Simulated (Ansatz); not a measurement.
## Sb, bcc: how the functional moves the structure

All rows: Ansatz, plane waves with scalar-relativistic PAW, 420 eV (500 eV for the SCAN forms), relaxed under each functional, no dispersion correction, no zero-point motion. B₀ comes from uniform scaling at fixed shape; a dash is a value not given.

```csv
functional,V (Å³/atom),cell,B₀ (GPa),magnetic state,ΔE to A7 rhombohedral (meV/atom)
r²SCAN,26.96,a = 3.778 Å,60,spin not included,355
PBEsol,25.98,a = 3.732 Å,67,spin not included,176
LDA,25.52,a = 3.710 Å,70,spin not included,193
revPBE,27.69,a = 3.812 Å,55,spin not included,251
RPBE,27.87,a = 3.820 Å,54,spin not included,260
BLYP,29.94,a = 3.912 Å,44,spin not included,474
```

What does PBE give?

V (Å³/atom): 27.27; cell: a = 3.793 Å; B₀ (GPa): 58; magnetic state: spin not included; ΔE to A7 rhombohedral (meV/atom): 233.
